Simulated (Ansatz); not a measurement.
# SnS: the cost of one run

Method: DFT PBE, spin-orbit coupling, plane waves, PAW, and further levels as typed in the inputs, in Ansatz 0.2.0.

### 1 The structure to begin with

It takes space group Pnma (No. 62, orthorhombic). The conventional cell has a = 11.200 Å, b = 3.987 Å, c = 4.334 Å, α = 90.00°, β = 90.00°, γ = 90.00°. Around Sn (site symmetry m) lie 3 S at 2.63 to 2.67 Å. S (site symmetry m) is surrounded by 3 Sn at 2.63 to 2.67 Å.

Coordinates:

```
CELL_PARAMETERS angstrom
11.20000 0.00000 0.00000
0.00000 3.98700 0.00000
0.00000 0.00000 4.33400
ATOMIC_POSITIONS crystal
Sn 0.11940 0.25000 0.11980
Sn 0.38060 0.75000 0.61980
Sn 0.61940 0.25000 0.38020
Sn 0.88060 0.75000 0.88020
S 0.85080 0.25000 0.47930
S 0.64920 0.75000 0.97930
S 0.35080 0.25000 0.02070
S 0.14920 0.75000 0.52070
```

The structure rests on an entry of the Crystallography Open Database; cell or positions may have been set otherwise for this series.

### 2 Single point: SnS

input.yaml reads:

```yaml
crystal:
  lattice:
    - [11.2, 0.0, 0.0]
    - [0.0, 3.987, 0.0]
    - [0.0, 0.0, 4.334]
  atoms:
    - { symbol: Sn, position: [0.1194, 0.25, 0.1198] }
    - { symbol: Sn, position: [0.3806, 0.75, 0.6198] }
    - { symbol: Sn, position: [0.6194, 0.25, 0.3802] }
    - { symbol: Sn, position: [0.8806, 0.75, 0.8802] }
    - { symbol: S, position: [0.8508, 0.25, 0.4793] }
    - { symbol: S, position: [0.6492, 0.75, 0.9793] }
    - { symbol: S, position: [0.3508, 0.25, 0.0207] }
    - { symbol: S, position: [0.1492, 0.75, 0.5207] }
scf:
  occupations: { method: fixed }
output:
  forces: false
  stress: false
  eigenvalues: true
  eigenstates:
    kpoints:
      - [0, 0, 0]
      - [0, 0.384, 0]
      - [0, 0, 0.39]
      - [0.5, 0, 0.4]
      - [0, 0.42, 0]
      - [0, 0, 0.43]
    e_range: [-2, 3]
  write_density: true
  write_potential: true
  elf: true
  volumetric_format: npy
kpoints:
  mp_grid: { grid: [3, 8, 8] }
magnetization:
  noncollinear: true
  spin_orbit: true
```

Started as:

```bash
$ ansatz run input.yaml --threads 4 --pin off --max-ram 12288MiB --backend cpu --events-out ev --progress --plain --runs-dir out
```

What time and memory should one allow on 4 threads of Intel Xeon Platinum 8559C (Emerald Rapids), shared host?

About 36 s, with a peak of 2.1 GiB.
